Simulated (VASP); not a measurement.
# BaF2 (Frankdicksonite) (Fm-3m) in VASP: further runs

The runs below take BaF2 (Frankdicksonite) through relaxation of the atoms, with PBE+D3(BJ).

Everything below comes from runs of VASP 6.6.1. Logs are shortened: lines on timing, memory, paths and dates and some standing lists are left out, and cuts for length are marked.

### 1 Starting point

It takes space group Fm-3m (No. 225, cubic). Conventional cell: a = 6.241 Å, b = 6.241 Å, c = 6.241 Å, α = 90.00°, β = 90.00°, γ = 90.00°. Ba (site symmetry m-3m) has 8 F at 2.70 Å as nearest neighbours. F (site symmetry -43m) is surrounded by 4 Ba at 2.70 Å.

### 2 Relaxation of the atoms, PBE+D3(BJ)

INCAR reads:

```
SYSTEM = BaF2
ALGO = Normal ; EDIFF = 1E-7
EDIFFG = -0.01 ; ENCUT = 600
GGA = PE ; IBRION = 2
ISIF = 2 ; ISMEAR = 0
IVDW = 12 ; LASPH = .True.
LCHARG = .False. ; LREAL = .False.
LWAVE = .False. ; NELM = 80
NSW = 40 ; PREC = Accurate
SIGMA = 0.03
```

KPOINTS reads:

```
k-points
0
Gamma
  8 8 8
  0 0 0
```

POSCAR reads:

```
BaF2                                    
1.0
    0.0000000000      3.1205760139      3.1205760139
    3.1205760139     -0.0000000000      3.1205760139
    3.1205760139      3.1205760139      0.0000000000
  Ba              F             
     1     2
Direct
     1.0000000000000000    0.0000000000000000    1.0000000000000000
     0.2500000000000000    0.2500000000000000    0.2500000000000000
     0.7500000000000000    0.7500000000000000    0.7500000000000000
```

Potentials or basis: VASP PAW PBE potentials, release 64 (Ba_sv, F).

The run is started by

```sh
cat potpaw_PBE.64/Ba_sv/POTCAR potpaw_PBE.64/F/POTCAR > POTCAR
mpirun -np 1 vasp_std > vasp.out
```

OUTCAR:

```text
SYSTEM = BaF2
   EDIFF = 1E-7
   EDIFFG = -0.01
   ENCUT = 600
   GGA = PE
   IBRION = 2
   ISIF = 2
   ISMEAR = 0
   IVDW = 12
   LASPH = .True.
   LREAL = .False.
   NELM = 80
   NSW = 40
   PREC = Accurate
 IVDW          = 12

 ion  position               nearest neighbor table
   1  0.000  0.000  0.000-   3 2.70   3 2.70   3 2.70   2 2.70   3 2.70   2 2.70   2 2.70   2 2.70

   2  0.250  0.250  0.250-   1 2.70   1 2.70   1 2.70   1 2.70
   3  0.750  0.750  0.750-   1 2.70   1 2.70   1 2.70   1 2.70

  LATTYP: Found a face centered cubic cell.
 ALAT       =     6.2411520278

  Lattice vectors:

 A1 = (   0.0000000000,   3.1205760139,   3.1205760139)
 A2 = (   3.1205760139,   0.0000000000,   3.1205760139)
 A3 = (   3.1205760139,   3.1205760139,   0.0000000000)

Analysis of symmetry for initial positions (statically):
=====================================================================
 Subroutine PRICEL returns:
 Original cell was already a primitive cell.

 Routine SETGRP: Setting up the symmetry group for a
 face centered cubic supercell.

 Subroutine GETGRP returns: Found 48 space group operations
 (whereof 48 operations were pure point group operations)
 out of a pool of 48 trial point group operations.

The static configuration has the point symmetry O_h .

Analysis of symmetry for dynamics (positions and initial velocities):
=====================================================================
 Subroutine PRICEL returns:
 Original cell was already a primitive cell.

 Routine SETGRP: Setting up the symmetry group for a
 face centered cubic supercell.

 Subroutine GETGRP returns: Found 48 space group operations
 (whereof 48 operations were pure point group operations)
 out of a pool of 48 trial point group operations.

The dynamic configuration has the point symmetry O_h .

 Subroutine INISYM returns: Found 48 space group operations
 (whereof 48 operations are pure point group operations),
 and found     1 'primitive' translations

----------------------------------------------------------------------------------------

                                     Primitive cell

  volume of cell :      60.7763

  direct lattice vectors                    reciprocal lattice vectors
     0.000000000  3.120576014  3.120576014    -0.160226829  0.160226829  0.160226829
     3.120576014  0.000000000  3.120576014     0.160226829 -0.160226829  0.160226829
     3.120576014  3.120576014  0.000000000     0.160226829  0.160226829 -0.160226829

  length of vectors
     4.413160921  4.413160921  4.413160921     0.277521009  0.277521009  0.277521009
[... 89 lines left out ...]
   ISIF   =      2    stress and relaxation
   ISYM   =      2    0-nonsym 1-usesym 2-fastsym
   POTIM  = 0.5000    time-step for ionic-motion
   TEBEG  =    0.0;   TEEND  =   0.0 temperature during run
   PSTRESS=    0.0 pullay stress
   NELECT =      24.0000    total number of electrons
   NUPDOWN=      -1.0000    fix difference up-down
   EMIN   =  10.00;   EMAX   =-10.00  energy-range for DOS
   EFERMI =   0.00;   METHOD = LEGACY
   ISMEAR =     0;   SIGMA  =   0.03  broadening in eV -4-tet -1-fermi 0-gaus
   EFERMI_NEDOS =   21; number of points for ismear=-14 and -15
   IALGO  =     38    algorithm
   IMIX   =      4    mixing-type and parameters
     AMIX     =   0.40;   BMIX     =  1.00
     AMIX_MAG =   1.60;   BMIX_MAG =  1.00
  volume/ion in A,a.u.               =      20.26       136.71
  Fermi-wavevector in a.u.,A,eV,Ry     =   1.201067  2.269687 19.627239  1.442561
  Thomas-Fermi vector in A             =   2.336886
   LORBIT       =      0    0 simple, 1 ext, 2 COOP (PROOUT), +10 PAW based schemes
   GGA     = PE    functional components
   LHFCALC =     F    Hartree Fock is set to
   AEXX    =    0.0000 exact exchange contribution
   IVDW    =    12    specifies the selected vdW correction
   LEPSILON=     F    determine dielectric tensor
   LRPA    =     F    only Hartree local field effects (RPA)
 conjugate gradient relaxation of ions
 non-spin polarized calculation
 Gauss-broadening in eV      SIGMA  =   0.03
  energy-cutoff  :      600.00
  volume of cell :       60.78
 maximum number of plane-waves:      2085
   NGX = 17   NGY = 17   NGZ = 17

 number of electron      24.0000012 magnetization

 Free energy of the ion-electron system (eV)
  ---------------------------------------------------
  ext. energy  EPLUGINS =         0.00000000
  ---------------------------------------------------
  free energy    TOTEN  =       -17.12723511 eV

  energy without entropy =      -17.12723511  energy(sigma->0) =      -17.12723511

 E-fermi :  -1.9262     XC(G=0):  -8.6103

 val. band max:       -2.1528110872   @ k =  -0.2500   0.2500   0.0000
 cond. band min:       4.5260654057   @ k =   0.0000   0.0000   0.0000
 fundamental gap:      6.6788764930
 Fermi energy:        -1.9261693621

 k-point     1 :       0.0000    0.0000    0.0000
  band No.  band energies     occupation
      1     -25.3035      2.00000
      2     -21.0542      2.00000
      3     -21.0304      2.00000
      4     -10.1680      2.00000
      5     -10.1680      2.00000
      6     -10.1680      2.00000
[... 433 lines left out ...]
      3     -21.1982      2.00000
      4     -10.4316      2.00000
      5     -10.2960      2.00000
      6     -10.2946      2.00000
[... 8 lines left out ...]
     15       7.2625      0.00000
     16       7.9976      0.00000

 [... further k-points ...]

------------------------ aborting loop because EDIFF is reached ----------------------------------------

 Edisp (eV)   -0.39327

 E8    (eV) :    -0.1892

  FORCE on cell =-STRESS in cart. coord.  units (eV):
  Direction    XX          YY          ZZ          XY          YZ          ZX
  --------------------------------------------------------------------------------------
  -------------------------------------------------------------------------------------
  Total       0.00098     0.00098     0.00098    -0.00000    -0.00000    -0.00000
  in kB       0.02588     0.02588     0.02588    -0.00000    -0.00000    -0.00000
  external pressure =        0.03 kB  Pullay stress =        0.00 kB

 VOLUME and BASIS-vectors are now :
 -----------------------------------------------------------------------------
  energy-cutoff  :      600.00
  volume of cell :       60.78
      direct lattice vectors                 reciprocal lattice vectors
     0.000000000  3.120576014  3.120576014    -0.160226829  0.160226829  0.160226829
     3.120576014  0.000000000  3.120576014     0.160226829 -0.160226829  0.160226829
     3.120576014  3.120576014  0.000000000     0.160226829  0.160226829 -0.160226829

 POSITION                                       TOTAL-FORCE (eV/Angst)
 -----------------------------------------------------------------------------------
      0.00000      0.00000      0.00000        -0.000000     -0.000000      0.000000
      1.56029      1.56029      1.56029        -0.000000     -0.000000     -0.000000
      4.68086      4.68086      4.68086         0.000000      0.000000      0.000000
 -----------------------------------------------------------------------------------
    total drift:                                0.000000      0.000000      0.000000

  FREE ENERGIE OF THE ION-ELECTRON SYSTEM (eV)
  ---------------------------------------------------
  free  energy   TOTEN  =       -17.5205091439 eV

  energy  without entropy=      -17.5205091439  energy(sigma->0) =      -17.52050914

 reached required accuracy - stopping structural energy minimisation
```

OSZICAR:

```text
N       E                     dE             d eps       ncg     rms          rms(c)
DAV:   1     0.168570543635E+03    0.16857E+03   -0.14178E+04   928   0.156E+03
DAV:   2    -0.117419899916E+02   -0.18031E+03   -0.17829E+03  1192   0.304E+02
DAV:   3    -0.187789978459E+02   -0.70370E+01   -0.70285E+01  1288   0.702E+01
DAV:   4    -0.188987262585E+02   -0.11973E+00   -0.11971E+00  1128   0.753E+00
DAV:   5    -0.189029440493E+02   -0.42178E-02   -0.42178E-02  1336   0.100E+00    0.848E+00
DAV:   6    -0.171019259597E+02    0.18010E+01   -0.10005E+01   928   0.250E+01    0.420E+00
DAV:   7    -0.170981788512E+02    0.37471E-02   -0.37248E-01  1240   0.564E+00    0.212E+00
DAV:   8    -0.171163048496E+02   -0.18126E-01   -0.61195E-02  1048   0.308E+00    0.289E-01
DAV:   9    -0.171245975162E+02   -0.82927E-02   -0.15990E-02  1144   0.932E-01    0.148E-01
DAV:  10    -0.171272267432E+02   -0.26292E-02   -0.41374E-03   952   0.486E-01    0.459E-02
DAV:  11    -0.171272238644E+02    0.28788E-05   -0.52727E-04  1248   0.180E-01    0.271E-02
DAV:  12    -0.171272339688E+02   -0.10104E-04   -0.11605E-04   928   0.805E-02    0.287E-03
DAV:  13    -0.171272346706E+02   -0.70178E-06   -0.28741E-06  1304   0.129E-02    0.309E-03
DAV:  14    -0.171272350153E+02   -0.34472E-06   -0.94711E-08   832   0.273E-03    0.115E-03
DAV:  15    -0.171272351073E+02   -0.91991E-07   -0.25549E-07   896   0.389E-03
   1 F= -.17520509E+02 E0= -.17520509E+02  d E =-.175205E+02
```

CONTCAR:

```text
BaF2
   1.00000000000000
     0.0000000000000000    3.1205760139000001    3.1205760139000001
     3.1205760139000001    0.0000000000000000    3.1205760139000001
     3.1205760139000001    3.1205760139000001    0.0000000000000000
  Ba              F
     1     2
Direct
     0.0000000000000000    0.0000000000000000    0.0000000000000000
     0.2500000000000000    0.2500000000000000    0.2500000000000000
     0.7500000000000000    0.7500000000000000    0.7500000000000000

  0.00000000E+00  0.00000000E+00  0.00000000E+00
  0.00000000E+00  0.00000000E+00  0.00000000E+00
  0.00000000E+00  0.00000000E+00  0.00000000E+00
```

It took 36 s on 1 thread of Intel Xeon Platinum 8488C (Sapphire Rapids), shared host; peak memory 0.22 GiB.

Results:

| Quantity | Value |
| --- | --- |
| Free energy | -17.5205 eV |
| Pressure after relaxing | 0.0 GPa |
| Band gap on the k mesh | 6.68 eV, indirect (least direct gap 6.75 eV) |
| Dispersion energy per atom | -0.131 eV |

Final structure:
```
CELL_PARAMETERS angstrom
0.00000 3.12058 3.12058
3.12058 0.00000 3.12058
3.12058 3.12058 0.00000
ATOMIC_POSITIONS crystal
Ba 0.00000 0.00000 0.00000
F 0.25000 0.25000 0.25000
F 0.75000 0.75000 0.75000
```

Levels at points of the mesh, in eV from the valence-band top:
```
           k point  band 8  band 9  band 10  band 11  band 12  band 13  band 14  band 15  band 16
(0.00, 0.00, 0.00)   -1.43   -1.43    -0.07    -0.07    -0.07     6.68     9.11     9.11    11.23
(0.50, 0.00, 0.00)   -1.04   -0.64    -0.35    -0.17    -0.17     8.98     9.09     9.09     9.71
(0.50, 0.50, 0.00)   -0.34   -0.34    -0.33    -0.33    -0.11     7.21     8.90    10.54    11.79
```

Caveat: the relaxation stopped at its first step, so nothing moved; spin-orbit coupling is left out, which moves the levels of the heavy elements. A k mesh can miss the band edges.

### 3 Relaxation of the atoms, PBE+D3(BJ) (a relaxed cell with its volume scaled by 1.02)

INCAR is that of step 2.

KPOINTS is that of step 2.

POSCAR reads:

```
BaF2                                    
1.0
    0.0000000000      3.1412426825      3.1412426825
    3.1412426825     -0.0000000000      3.1412426825
    3.1412426825      3.1412426825      0.0000000000
  Ba              F             
     1     2
Direct
     1.0000000000000000    0.0000000000000000    1.0000000000000000
     0.2500000000000000    0.2500000000000000    0.2500000000000000
     0.7500000000000000    0.7500000000000000    0.7500000000000000
```

Potentials or basis: VASP PAW PBE potentials, release 64 (Ba_sv, F).

The run is started by

```sh
cat potpaw_PBE.64/Ba_sv/POTCAR potpaw_PBE.64/F/POTCAR > POTCAR
mpirun -np 1 vasp_std > vasp.out
```

Wall time 42 s (1 thread of Intel Xeon Platinum 8488C (Sapphire Rapids), shared host); peak memory 0.22 GiB.

Results (log left out):

* Free energy: -17.5184 eV
* Pressure after relaxing: -1.1 GPa
* Band gap on the k mesh: 6.59 eV, indirect (least direct gap 6.65 eV)
* Dispersion energy per atom: -0.129 eV

Final structure:
```yaml
crystal:
  lattice:
    - [0.00000, 3.14124, 3.14124]
    - [3.14124, 0.00000, 3.14124]
    - [3.14124, 3.14124, 0.00000]
  atoms:
    - { symbol: Ba, position: [0.00000, 0.00000, 0.00000] }
    - { symbol: F, position: [0.25000, 0.25000, 0.25000] }
    - { symbol: F, position: [0.75000, 0.75000, 0.75000] }
```

Levels at points of the mesh, in eV from the valence-band top:
```csv
k point,band 8,band 9,band 10,band 11,band 12,band 13,band 14,band 15,band 16
"(0.00, 0.00, 0.00)",-1.38,-1.38,-0.06,-0.06,-0.06,6.59,9.03,9.03,11.07
"(0.50, 0.00, 0.00)",-0.99,-0.62,-0.34,-0.17,-0.17,8.87,9.01,9.01,9.63
"(0.50, 0.50, 0.00)",-0.35,-0.35,-0.31,-0.31,-0.09,7.17,8.80,10.42,11.63
```

Caveat: the relaxation stopped at its first step, so nothing moved; spin-orbit coupling is left out, which moves the levels of the heavy elements. A k mesh can miss the band edges.

(Continued in part 2 of 2.)
